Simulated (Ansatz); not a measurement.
Choice of functional: NaH

```
Na H
1.0
     0.00000    2.44000    2.44000
     2.44000    0.00000    2.44000
     2.44000    2.44000    0.00000
Na H
1 1
Direct
  0.00000 0.00000 0.00000
  0.50000 0.50000 0.50000
```

Atoms are numbered in the order listed.

The cell is COD entry 9008680, as deposited and not checked against the literature; nothing was relaxed.

One fixed cell is solved with several functionals by PAW with the default files in Ansatz 0.2.0, scalar-relativistically. A positive pressure means that the functional wants a larger cell.

The PAW files were made with PBE; their cores are remade for each functional.

The runs use a Γ-centred 9×9×9 k mesh, Fermi–Dirac smearing of 0.03 eV, cutoff 420 eV, no spin polarisation.

Cutoffs: PBE 420 eV, LDA 420 eV, PBEsol 420 eV, r²SCAN 500 eV.

```json
{"setting": "PBE", "P (GPa)": "-0.65", "gap over the k mesh and a high-symmetry path (eV)": "?", "lowest level at Γ above −25 eV, from the valence-band top or, without a gap, the Fermi level (eV)": "-22.16"}
{"setting": "LDA", "P (GPa)": "-2.61", "gap over the k mesh and a high-symmetry path (eV)": "?", "lowest level at Γ above −25 eV, from the valence-band top or, without a gap, the Fermi level (eV)": "-22.25"}
{"setting": "PBEsol", "P (GPa)": "-1.19", "gap over the k mesh and a high-symmetry path (eV)": "3.52", "lowest level at Γ above −25 eV, from the valence-band top or, without a gap, the Fermi level (eV)": "-22.06"}
{"setting": "r²SCAN", "P (GPa)": "-1.17", "gap over the k mesh and a high-symmetry path (eV)": "4.31", "lowest level at Γ above −25 eV, from the valence-band top or, without a gap, the Fermi level (eV)": "-22.87"}
```

(1) Fill in "gap over the k mesh and a high-symmetry path (eV)" for the row "LDA".

(2) What belongs in the row "PBE", column "gap over the k mesh and a high-symmetry path (eV)"?

Results:

(1) 3.36.

(2) 3.71.
